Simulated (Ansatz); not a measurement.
# Moving the choice of potentials or basis in Re

The structure is hexagonal, space group P6_3/mmc (No. 194). The conventional cell has a = 2.761 Å, b = 2.761 Å, c = 4.458 Å, α = 90.00°, β = 90.00°, γ = 120.00°. Re (site symmetry -6m2) has 12 Re at 2.74 to 2.76 Å as nearest neighbours.

Kept alike: task equation of state; functional PBEsol; k mesh 11 × 11 × 6; occupations fermi-dirac, width 0.05 eV; no spin polarisation. Program: Ansatz. Cutoffs run from 420 to 1290 eV. The mesh is that of the run's cell of 2 atoms. No spin-orbit coupling.

| choice of potentials or basis | volume (Å³/atom) | bulk modulus (GPa) |
| --- | --- | --- |
| Ansatz PAW (files of its older set among them) (made for PBE) | 14.561 | 387.7 |
| Ansatz PAW (made for PBE) | 14.552 | 389.4 |
| JTH PAW (made for PBE) | 14.565 | 389.6 |
| PseudoDojo standard (made for PBE) | 14.551 | 389.3 |
| PseudoDojo stringent (made for PBE) | 14.551 | 389.3 |

For a metal such a mesh leaves the last digits unconverged. Volume and modulus come from cells scaled at fixed shape and fractions; off cubic symmetry such a modulus can lie above the relaxed one.

What does the choice of potentials or basis change here?

The volume runs from 14.551 (PseudoDojo standard (made for PBE); PseudoDojo stringent (made for PBE)) to 14.565 Å³/atom (JTH PAW (made for PBE)). The bulk modulus runs from 387.7 (Ansatz PAW (files of its older set among them) (made for PBE)) to 389.6 GPa (JTH PAW (made for PBE)).
